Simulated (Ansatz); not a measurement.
NaF in the zincblende structure (r2SCAN geometry), in Ansatz:

```
Na F
1.0
     0.00000    2.53126    2.53126
     2.53126    0.00000    2.53126
     2.53126    2.53126    0.00000
Na F
1 1
Direct
  0.00000 0.00000 0.00000
  0.25000 0.25000 0.25000
```

G0W0@HSE06 with 177 empty bands, a screening cutoff of 180 eV and a 6×6×6 mesh (PAW, contour deformation) gives 10.818 eV over the mesh points, from an HSE06 gap of 7.666 eV; it sums over 185 bands with 169 plane waves in the screening and a wave cutoff of 420 eV. G0W0 values are finite-basis, finite-mesh values. No spin polarisation. The prototype was imposed, so other structures may be more stable.

Question: Estimate the gap with starting point PBE0.

Answer: 11.058 eV (+0.240 eV), from a Kohn-Sham gap of 8.446 eV.

Question: Another run gave a Kohn-Sham gap of 6.257 eV and a G0W0 gap of 10.145 eV, summing over 185 bands with 169 plane waves in the screening and a wave cutoff of 500 eV. What was changed?

Answer: Starting point r2SCAN, with them a wave cutoff of 500 eV. The Kohn-Sham gap has moved while bands and screening basis stay; the higher wave cutoff is that of a meta-GGA.
